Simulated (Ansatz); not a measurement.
A single-point calculation of AlAs (zincblende) with Ansatz, at the level PBE. The cell was relaxed with r2SCAN and then strained (isotropic -1.0 % on every length), with the atoms relaxed again with r2SCAN; k points keep the names of the unstrained zone.

input.yaml:
```yaml
crystal:
  lattice:
    - [0.0, 2.8105353913, 2.8105353913]
    - [2.8105353913, 0.0, 2.8105353913]
    - [2.8105353913, 2.8105353913, 0.0]
  atoms:
    - { symbol: Al, position: [0.0, 0.0, 0.0] }
    - { symbol: As, position: [0.25, 0.25, 0.25] }
kpoints:
  mp_grid: { grid: [8, 8, 8] }
  band_path:
    path:
      - [0.0, 0.0, 0.0]
      - [-0.5, -0.5, 0.0]
      - [-0.375, -0.375, 0.25]
      - [-0.375, 0.0, 0.375]
      - [0.0, 0.0, 0.5]
      - [-0.5, -0.25, 0.25]
      - [0.0, 0.5, 0.5]
    npoints: 1
hamiltonian:
  xc: pbe
scf:
  occupations: { method: fermi_dirac, width: 0.02 }
  n_extra_bands: 4
output:
  forces: true
  stress: true
  eigenvalues: true
```

Run as `ansatz run input.yaml --threads 2 --pin off --max-ram 20275MiB --backend cpu --events-out ev --progress --plain --runs-dir out`. It took 0.86 s on 2 threads of AMD EPYC 7R13 Processor (Zen 3), on a shared host, load about 2.2 per core; peak host memory 0.51 GiB.

Abridged output:
```
scf.n_extra_bands = 4 over 9 filled bands (N_el = 18.0): the run solves 13 bands
Pseudopotential: Al, paw, valence charge 3, recommended cutoff 420 eV (normal)
Pseudopotential: As, paw, valence charge 15, recommended cutoff 420 eV (normal)
Functional definition: PBE
Crystal: 2 atoms, lattice volume = 44.401 Å³
Basis set: ecut = 420 eV, 893 PW (Γ)
Symmetry: 24 space group operations
Space group: F-43m (ITA 216)
k-points: 29 of 512 (time reversal used)
preconditioner: auto → none  [insulator: Δε(μ)=1.385 eV  σ=0.020 eV  ℏωp=15.8 eV]
SCF 1 converged in 6 iterations: F = -5394.581259 eV  dr2 = 3.42e-10
Free energy (F): -5394.581259 eV
Fermi energy:    7.304742 eV
--- Per-component energies (eV) ---
  E_band       = -262.519084
  E_kinetic    = 127.447065
  E_local      = -2097.205889
  E_nonlocal   = -659.875556
  E_hartree    = 1124.168848
  E_xc         = -119.403852
  E_vxc        = -108.840147
  E_paw        = -2303.082569
  E_vpaw       = 227.618009
  E_ewald      = -1466.629310
--- Stress (GPa, compression-positive) ---
        4.310738       0.000000       0.000000
        0.000000       4.310738       0.000000
        0.000000       0.000000       4.310738
  P = ⅓ Tr σ = 4.3107 GPa (43.107 kbar)
```

The file bands.tsv (bands near the Fermi energy, numbered from 0, rounded):
```tsv
# k_distance	band_4	band_5	band_6	band_7	band_8	band_9	band_10	band_11	band_12
# fermi_ev = 7.304742
# [0, 0, 0] at k_distance = 0.000000
# [-0.5, -0.5, 0] at k_distance = 1.117792
# [-0.375, -0.375, 0.25] at k_distance = 1.512991
# [-0.375, 0, 0.375] at k_distance = 2.197495
# [0, 0, 0.5] at k_distance = 2.882000
# [-0.5, -0.25, 0.25] at k_distance = 3.672398
# [0, 0.5, 0.5] at k_distance = 4.922127
# levels_relative_to = fermi_ev
0.000	-35.060	-12.687	-0.704	-0.704	-0.704	1.519	3.637	3.637	3.637
1.118	-35.059	-10.654	-6.196	-2.917	-2.917	0.704	1.601	9.787	9.787
1.513	-35.060	-10.685	-5.929	-4.193	-2.538	1.531	4.322	7.575	7.761
2.197	-35.060	-10.685	-5.929	-4.193	-2.538	1.531	4.322	7.575	7.761
2.882	-35.060	-11.222	-6.357	-1.540	-1.540	1.525	4.004	4.004	7.093
3.672	-35.060	-10.620	-5.837	-3.954	-3.588	3.632	5.057	5.090	5.387
4.922	-35.059	-10.654	-6.196	-2.917	-2.917	0.704	1.601	9.787	9.787
```
In order the rows are Γ, X, U, K, L, W, X.

PBE gives an indirect gap of 1.41 eV, from Γ to X; the least direct gap is 2.22 eV at Γ. Edges are sought over the mesh and the listed points. At this geometry PBE finds +4.31 GPa, compression counted positive: its own equilibrium volume is larger.

No spin polarisation and no zero-point or thermal motion.

The runs are scalar-relativistic, without spin-orbit coupling.
